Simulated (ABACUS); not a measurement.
Crystal: CoO.

```xyz
2
Lattice="2.5705 0.0000 0.0000 0.0000 2.5705 0.0000 0.0000 0.0000 2.5705" Properties=species:S:1:pos:R:3 pbc="T T T"
Co    0.0000    0.0000    0.0000
O     1.2853    1.2853    1.2853
```

Measurements of this composition are mostly on another form, of space group No. 225.

* Program: ABACUS 3.10.1
* Task: single point
* Functional: PBE
* Potentials or basis: PseudoDojo NC SR 0.4.1 PBE standard
* Cutoff: 1320 eV
* Density cutoff: 5279 eV
* Basis: plane waves
* k mesh: 10 × 10 × 10
* Occupations: fermi-dirac, width 0.05 eV
* Spin: collinear spin, ferromagnetic start
* Starting moments: [2.0, 0.0] μB

On this cell: pressure 10.8 GPa; largest force zero by symmetry; net moment 3.00 μB per cell; band gap on the k mesh none (metal or under the smearing width).

The same run follows on a disturbed copy (atoms moved at random, drawn with an rms of 0.05 Å):

```xyz
2
Lattice="2.5705 0.0000 0.0000 0.0000 2.5705 0.0000 0.0000 0.0000 2.5705" Properties=species:S:1:pos:R:3 pbc="T T T"
Co    0.0329    0.0070   -0.0094
O     1.2438    1.2911    1.2862
```

What changes?

The energy (extrapolated to zero smearing) moves by +0.2 meV/atom; pressure 11.3 GPa; largest force 0.020 eV/Å; net moment 3.00 μB per cell; band gap on the k mesh none (metal or under the smearing width).

Forces in eV/Å, atoms in the order of the input:
```
Co  -0.020  0.000  0.004
O    0.020  0.000 -0.004
```

Stress tensor (GPa, compression positive):
```
11.26  0.02 -0.13
 0.02 11.33  0.00
-0.13  0.00 11.33
```

Caveats: a cell with one magnetic atom can't hold antiferromagnetic order, which such compounds often take; semilocal functionals often make such compounds metallic where correlation or magnetic order opens a gap, which also shifts bond lengths.
